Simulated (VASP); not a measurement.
# Al (Fm-3m) in VASP: settings compared, part 2 of 2

VASP 6.6.1. The steps go on from the part before.

### 3 Relaxation of the atoms, PBE (a relaxed cell with its volume scaled by 1.04)

INCAR

```
SYSTEM = Al
  PREC = Accurate
  ENCUT = 300
  EDIFF = 1E-7
  ISMEAR = 1
  SIGMA = 0.1
  LREAL = .False.
  LASPH = .True.
  NELM = 80
  ALGO = Fast
  ISIF = 2
  LWAVE = .False.
  LCHARG = .False.
  GGA = PE
  IBRION = 2
  NSW = 40
  EDIFFG = -0.01
```

KPOINTS

```
regular mesh
0
Gamma
  8 8 8
  0 0 0
```

POSCAR

```
Al                                      
1.0
    0.0000000000      2.0472857853      2.0472857853
    2.0472857853      0.0000000000      2.0472857853
    2.0472857853      2.0472857853      0.0000000000
  Al            
     1
Direct
     0.0000000000000000    0.0000000000000000    0.0000000000000000
```

Potentials or basis: VASP PAW PBE potentials, release 64 (Al).

Started as:

```sh
$ cat potpaw_PBE.64/Al/POTCAR > POTCAR
$ mpirun -np 1 vasp_std > vasp.out
```

OUTCAR:

```text
SYSTEM = Al
   PREC = Accurate
   ENCUT = 300
   EDIFF = 1E-7
   ISMEAR = 1
   LREAL = .False.
   LASPH = .True.
   NELM = 80
   ISIF = 2
   GGA = PE
   IBRION = 2
   NSW = 40
   EDIFFG = -0.01

 ion  position               nearest neighbor table
   1  0.000  0.000  0.000-

  LATTYP: Found a face centered cubic cell.
 ALAT       =     4.0945715706

  Lattice vectors:

 A1 = (   0.0000000000,   2.0472857853,   2.0472857853)
 A2 = (   2.0472857853,   0.0000000000,   2.0472857853)
 A3 = (   2.0472857853,   2.0472857853,   0.0000000000)

Analysis of symmetry for initial positions (statically):
=====================================================================
 Subroutine PRICEL returns:
 Original cell was already a primitive cell.

 Routine SETGRP: Setting up the symmetry group for a
 face centered cubic supercell.

 Subroutine GETGRP returns: Found 48 space group operations
 (whereof 48 operations were pure point group operations)
 out of a pool of 48 trial point group operations.

The static configuration has the point symmetry O_h .

Analysis of symmetry for dynamics (positions and initial velocities):
=====================================================================
 Subroutine PRICEL returns:
 Original cell was already a primitive cell.

 Routine SETGRP: Setting up the symmetry group for a
 face centered cubic supercell.

 Subroutine GETGRP returns: Found 48 space group operations
 (whereof 48 operations were pure point group operations)
 out of a pool of 48 trial point group operations.

The dynamic configuration has the point symmetry O_h .

 Subroutine INISYM returns: Found 48 space group operations
 (whereof 48 operations are pure point group operations),
 and found     1 'primitive' translations

[... 104 lines left out ...]
   NUPDOWN=      -1.0000    fix difference up-down
   EMIN   =  10.00;   EMAX   =-10.00  energy-range for DOS
   EFERMI =   0.00;   METHOD = LEGACY
   ISMEAR =     1;   SIGMA  =   0.10  broadening in eV -4-tet -1-fermi 0-gaus
   EFERMI_NEDOS =   21; number of points for ismear=-14 and -15
   IALGO  =     68    algorithm
   IMIX   =      4    mixing-type and parameters
     AMIX     =   0.40;   BMIX     =  1.00
     AMIX_MAG =   1.60;   BMIX_MAG =  1.00
  volume/ion in A,a.u.               =      17.16       115.81
  Fermi-wavevector in a.u.,A,eV,Ry     =   0.915363  1.729786 11.400183  0.837890
  Thomas-Fermi vector in A             =   2.040096
   LORBIT       =      0    0 simple, 1 ext, 2 COOP (PROOUT), +10 PAW based schemes
   GGA     = PE    functional components
   LHFCALC =     F    Hartree Fock is set to
   AEXX    =    0.0000 exact exchange contribution
   IVDW    =     0    specifies the selected vdW correction
   LEPSILON=     F    determine dielectric tensor
   LRPA    =     F    only Hartree local field effects (RPA)
 conjugate gradient relaxation of ions
 non-spin polarized calculation
 RMM-DIIS sequential band-by-band and
 Methfessel and Paxton  Order N= 1 SIGMA  =   0.10
  energy-cutoff  :      300.00
  volume of cell :       17.16
 maximum number of plane-waves:       210
   NGX =  9   NGY =  9   NGZ =  9

 number of electron       3.0000000 magnetization

 Free energy of the ion-electron system (eV)
  ---------------------------------------------------
  ext. energy  EPLUGINS =         0.00000000
  ---------------------------------------------------
  free energy    TOTEN  =        -3.73022567 eV

  energy without entropy =       -3.72915636  energy(sigma->0) =       -3.72986924

 E-fermi :   7.6908     XC(G=0): -10.0539

 val. band max:        7.3135132421   @ k =  -0.2500   0.3750   0.1250
 cond. band min:       7.7372967199   @ k =   0.5000   0.2500   0.1250
 fundamental gap:      0.4237834778
 Fermi energy:         7.6907906216

 k-point     1 :       0.0000    0.0000    0.0000
  band No.  band energies     occupation
      1      -3.2673      2.00000
      2      20.0448      0.00000
      3      20.0448      0.00000
      4      20.0448      0.00000
      5      21.2027      0.00000
[... 177 lines left out ...]
 k-point    24 :      -0.3750    0.2500    0.1250
  band No.  band energies     occupation
      1       4.1835      2.00000
      2       4.3429      2.00000
      3      12.5053      0.00000
      4      12.8244      0.00000
      5      20.5396      0.00000

 [... further k-points ...]
[... 5 lines left out ...]
  --------------------------------------------------------------------------------------
  -------------------------------------------------------------------------------------
  Total       -0.3171307     -0.3171307     -0.3171307     -0.0000000     -0.0000000      0.0000000
  in kB      -29.6062584    -29.6062584    -29.6062584     -0.0000000     -0.0000000      0.0000000
  external PRESSURE =     -29.6062584 kB  Pullay stress =       0.0000000 kB

 VOLUME and BASIS-vectors are now :
 -----------------------------------------------------------------------------
  energy-cutoff  :      300.00
  volume of cell :       17.16
      direct lattice vectors                 reciprocal lattice vectors
     0.000000000  2.047285785  2.047285785    -0.244225796  0.244225796  0.244225796
     2.047285785  0.000000000  2.047285785     0.244225796 -0.244225796  0.244225796
     2.047285785  2.047285785  0.000000000     0.244225796  0.244225796 -0.244225796

 POSITION                                       TOTAL-FORCE (eV/Angst)
 -----------------------------------------------------------------------------------
      0.00000      0.00000      0.00000         0.000000      0.000000      0.000000
 -----------------------------------------------------------------------------------
    total drift:                                0.000000     -0.000000     -0.000000

  FREE ENERGIE OF THE ION-ELECTRON SYSTEM (eV)
  ---------------------------------------------------
  free  energy   TOTEN  =        -3.7302256733 eV

  energy  without entropy=       -3.7291563611  energy(sigma->0) =       -3.72986924

 reached required accuracy - stopping structural energy minimisation
```

CONTCAR:

```text
Al
   1.00000000000000
     0.0000000000000000    2.0472857853000002    2.0472857853000002
     2.0472857853000002    0.0000000000000000    2.0472857853000002
     2.0472857853000002    2.0472857853000002    0.0000000000000000
  Al
     1
Direct
     0.0000000000000000    0.0000000000000000    0.0000000000000000

  0.00000000E+00  0.00000000E+00  0.00000000E+00
```

It took 0.9 s on 1 thread of Intel Xeon 6975P-C (Granite Rapids), shared host; peak memory 0.1 GiB.

Results:

- Free energy: -3.7302 eV
- Pressure after relaxing: -3.0 GPa
- Band gap on the k mesh: none (metal or under the smearing width)

Final structure:
```
Al
1.0
     0.00000    2.04729    2.04729
     2.04729    0.00000    2.04729
     2.04729    2.04729    0.00000
Al
1
Direct
  0.00000 0.00000 0.00000
```

Levels at points of the mesh, in eV from the Fermi level:
```csv
k point,band 1,band 2,band 3,band 4
"(0.00, 0.00, 0.00)",-10.96,12.35,12.35,12.35
"(0.50, 0.00, 0.00)",-4.53,-4.42,10.91,10.91
"(0.50, 0.50, 0.00)",-2.92,-1.69,5.17,5.32
```

Caveat: the relaxation stopped at its first step, so nothing moved.

### 4 Relaxation of the atoms, PBE (a relaxed cell with its volume scaled by 1.06)

INCAR is that of step 3.

KPOINTS is that of step 3.

POSCAR

```
Al                                      
1.0
    0.0000000000      2.0603261737      2.0603261737
    2.0603261737      0.0000000000      2.0603261737
    2.0603261737      2.0603261737      0.0000000000
  Al            
     1
Direct
     0.0000000000000000    0.0000000000000000    0.0000000000000000
```

Started as:

```sh
$ cat potpaw_PBE.64/Al/POTCAR > POTCAR
$ mpirun -np 1 vasp_std > vasp.out
```

It took 0.9 s on 1 thread of Intel Xeon 6975P-C (Granite Rapids), shared host; peak memory 0.1 GiB.

The run converged. Its results:

```
Free energy             : -3.7229 eV
Pressure after relaxing : -4.2 GPa
Band gap on the k mesh  : none (metal or under the smearing width)
```

Final structure:
```
CELL_PARAMETERS angstrom
0.00000 2.06033 2.06033
2.06033 0.00000 2.06033
2.06033 2.06033 0.00000
ATOMIC_POSITIONS crystal
Al 0.00000 0.00000 0.00000
```

Levels at points of the mesh, in eV from the Fermi level:
```
           k point  band 1  band 2  band 3  band 4  band 5
(0.00, 0.00, 0.00)  -10.83   12.25   12.25   12.25   13.27
(0.50, 0.00, 0.00)   -4.46   -4.39   10.71   10.71   11.13
(0.50, 0.50, 0.00)   -2.87   -1.69    5.17    5.24    5.24
```

Caveat: the relaxation stopped at its first step, so nothing moved.

### 5 Relaxation of cell and atoms, r2SCAN

INCAR

```
SYSTEM = Al
PREC = Accurate
ENCUT = 600
EDIFF = 1E-6
ISMEAR = 1
SIGMA = 0.1
LREAL = .FALSE.
LASPH = .TRUE.
NELM = 80
ALGO = Normal
ISIF = 3
LWAVE = .FALSE.
LCHARG = .FALSE.
METAGGA = R2SCAN
LMIXTAU = .TRUE.
IBRION = 2
NSW = 90
EDIFFG = -0.01
```

KPOINTS

```
Automatic mesh
0
G
  16 16 16
  0 0 0
```

POSCAR

```
Al
1.0
    0.0000000000      2.0248050000      2.0248050000
    2.0248050000      0.0000000000      2.0248050000
    2.0248050000      2.0248050000      0.0000000000
Al
1
Direct
    0.0000000000      0.0000000000      0.0000000000
```

Started as:

```sh
$ cat potpaw_PBE.64/Al/POTCAR > POTCAR
$ mpirun -np 1 vasp_std > vasp.out
```

Run time: 1.8 min. Hardware: 1 thread of AMD EPYC 9R14 (Zen 4), shared host; peak memory 0.11 GiB.

Results (log left out):

```
Free energy                            : -6.7436 eV
Relaxed volume                         : 15.86 Å³/atom
Relaxed cell                           : a = 2.820 Å, b = 2.820 Å, c = 2.820 Å, α = 60.00°, β = 60.00°, γ = 60.00°
Space group after relaxing (to 0.05 Å) : Fm-3m (No. 225)
Energy gained by relaxing              : 9.1 meV/atom
Ionic steps                            : 3
Pressure after relaxing                : 0.0 GPa
Band gap on the k mesh                 : none (metal or under the smearing width)
```

The path:
```csv
step,energy change (eV),largest force (eV/Å),pressure (GPa),volume (Å³)
1,0.0000,0.0000,-3.77,16.60
2,-0.0085,0.0000,1.13,15.68
3,-0.0091,0.0000,0.03,15.86
```

Final structure:
```
Al
1.0
     0.00000    1.99431    1.99431
     1.99431    0.00000    1.99431
     1.99431    1.99431    0.00000
Al
1
Direct
  0.00000 0.00000 0.00000
```

Levels at points of the mesh, in eV from the Fermi level:
```tsv
k point	band 1	band 2	band 3	band 4	band 5
(0.00, 0.00, 0.00)	-12.15	13.52	13.52	13.52	15.75
(0.50, 0.00, 0.00)	-5.19	-4.61	12.24	12.24	12.74
(0.50, 0.50, 0.00)	-3.28	-1.69	5.45	6.17	6.17
```

Caveat: the PAW data sets were made with another functional, which shifts forces and pressure a little.

### 6 The runs side by side

```csv
task,level,cell,k mesh,cutoff (eV),gap on the mesh (eV),pressure (GPa)
relaxation of the atoms,PBE,atoms relaxed from: a relaxed cell with its volume scaled by 1.02,8 × 8 × 8,300,none,-1.6
relaxation of the atoms,PBE,atoms relaxed from: a relaxed cell with its volume scaled by 1.04,8 × 8 × 8,300,none,-3.0
relaxation of the atoms,PBE,atoms relaxed from: a relaxed cell with its volume scaled by 1.06,8 × 8 × 8,300,none,-4.2
relaxation of cell and atoms,r2SCAN,relaxed,16 × 16 × 16,600,none,0.0
```

Alike in all rows: potentials or basis VASP PAW PBE potentials, release 64 (Al); no spin polarisation; smearing methfessel-paxton 0.1 eV.

Caveats: the relaxation stopped at its first step, so nothing moved (some runs); the PAW data sets were made with another functional, which shifts forces and pressure a little (some runs).

Absolute energies hang on the potentials; compare differences alone.
